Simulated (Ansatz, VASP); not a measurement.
One calculation of Ca, two programs

```
Ca
1.0
    -2.09397    2.12784    2.41316
     2.17093   -2.12637    2.47787
     2.03337    2.06593   -2.41189
Ca
1
Direct
  0.50379 0.51210 0.00380
```

Change from the starting cell: cell strained at random at fixed volume.

Alike in both runs: task single point; functional PBE; k mesh 9 × 9 × 9; occupations fermi-dirac, width 0.05 eV; no spin polarisation.

|  | VASP | Ansatz |
| --- | --- | --- |
| version | VASP 6.6.1 | Ansatz 0.2.0 |
| potentials or method | VASP PAW PBE potentials, release 64 (Ca_sv) | Ansatz PAW |
| plane-wave cutoff (eV) | 520 | 420 |
| valence electrons in the cell | 10 | 10 |

|  | VASP | Ansatz | Ansatz less VASP |
| --- | --- | --- | --- |
| gap on the k mesh at the Fermi level (eV) | none | none | - |
| pressure (GPa) | -0.4 | -0.4 | -0.01 |
| largest component of the traceless stress (GPa) | 0.42 | 0.42 | 0.000 |

A gap of «none» marks a metal or a gap that the smearing closes.
